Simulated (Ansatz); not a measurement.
**C₇H₁₀: how energies converge with the basis set**

Aim: see how fast density functionals converge with the basis set for C₇H₁₀.

Program: Ansatz 0.2.0, Gaussian basis. Level of theory: one geometry, several basis sets. These are calculated values, not measurements.

Plan: PBE0-D4/def2-SVP; ωB97M-V/def2-SVP; PBE0-D4/def2-QZVPP; ωB97M-V/def2-QZVPP; the functionals' def2-TZVPP values are taken from earlier runs.

### 1 Structure used throughout

The geometry comes from an earlier relaxation with PBE0-D4 in a triple-zeta def2 set; it is a stationary point, not always the lowest conformer.

SMILES `C1=C[C@H]2CC[C@@H]1C2`, 17 atoms, charge 0, spin multiplicity 1.

Atoms are counted from 1 here; the program's logs count them from 0.

Bond lengths: C1–C2 1.333 Å, C1–C6 1.510 Å, C1–H8 1.083 Å, C2–C3 1.510 Å, C2–H9 1.083 Å, C3–C4 1.554 Å, C3–C7 1.534 Å, C3–H10 1.089 Å, C4–C5 1.547 Å, C4–H11 1.093 Å, C4–H12 1.091 Å, C5–C6 1.554 Å, C5–H13 1.093 Å, C5–H14 1.091 Å, C6–C7 1.534 Å, C6–H15 1.089 Å, C7–H16 1.091 Å, C7–H17 1.094 Å. Angles: C2–C1–C6 107.5°, C2–C1–H8 127.1°, C6–C1–H8 124.9°, C1–C2–C3 107.5°, C1–C2–H9 127.1°, C3–C2–H9 124.9°, C2–C3–C4 105.8°, C2–C3–C7 100.3°, C2–C3–H10 116.4°, C4–C3–C7 100.4°, C4–C3–H10 114.5°, C7–C3–H10 117.3°, C3–C4–C5 102.9°, C3–C4–H11 110.3°, C3–C4–H12 111.8°, C5–C4–H11 111.2°, C5–C4–H12 113.0°, H11–C4–H12 107.7° and more.

### 2 PBE0-D4 in def2-SVP

The input, in.yaml:

```yaml
crystal:
  periodic: [false, false, false]
  atoms:
    - {symbol: C, position_ang: [-1.210940, -0.676765, 0.829744]}
    - {symbol: C, position_ang: [-0.003593, -1.153978, 1.131306]}
    - {symbol: C, position_ang: [1.016910, -0.192871, 0.569938]}
    - {symbol: C, position_ang: [0.952823, -0.363113, -0.973472]}
    - {symbol: C, position_ang: [-0.448264, 0.190894, -1.323439]}
    - {symbol: C, position_ang: [-1.011593, 0.609037, 0.063313]}
    - {symbol: C, position_ang: [0.264431, 1.133498, 0.732990]}
    - {symbol: H, position_ang: [-2.164319, -1.168251, 0.978961]}
    - {symbol: H, position_ang: [0.227719, -2.113699, 1.576432]}
    - {symbol: H, position_ang: [2.020622, -0.253263, 0.989149]}
    - {symbol: H, position_ang: [1.740830, 0.222804, -1.453111]}
    - {symbol: H, position_ang: [1.085729, -1.403827, -1.272206]}
    - {symbol: H, position_ang: [-0.376539, 1.060164, -1.981874]}
    - {symbol: H, position_ang: [-1.086274, -0.544916, -1.814882]}
    - {symbol: H, position_ang: [-1.866113, 1.283280, 0.018438]}
    - {symbol: H, position_ang: [0.111791, 1.407944, 1.778225]}
    - {symbol: H, position_ang: [0.727780, 1.962863, 0.190588]}
basis:
  gaussian: {orbitals: def2-SVP}
hamiltonian: {xc: pbe0, dispersion: d4}
output: {orbitals: {seedname: orbitals}}
```

Launch:

```
> ansatz run in.yaml --threads 2 --pin off --events-out ev --progress --plain --max-ram 22528MiB --backend cpu
```

The runs that follow: ωB97M-V in def2-SVP; PBE0-D4 in def2-QZVPP; ωB97M-V in def2-QZVPP.

**Question.** What will the summary of the whole plan be? Wanted: PBE0-D4: double and triple zeta above quadruple; ωB97M-V: double and triple zeta above quadruple.

The runs gave:

| quantity | value |
| --- | --- |
| PBE0-D4: double and triple zeta above quadruple | 8.22, 0.40 eV |
| ωB97M-V: double and triple zeta above quadruple | 8.63, 0.38 eV |

**Reading.** PBE0-D4 gains 7.82 eV from double to triple zeta, then 0.40 eV more. These are total energies; as a rule much of such shifts cancels in differences, which this series doesn't test. The LUMO of ωB97M-V is positive and keeps falling with the basis (2.78 to 1.89 eV): an unbound level that the basis holds in place.
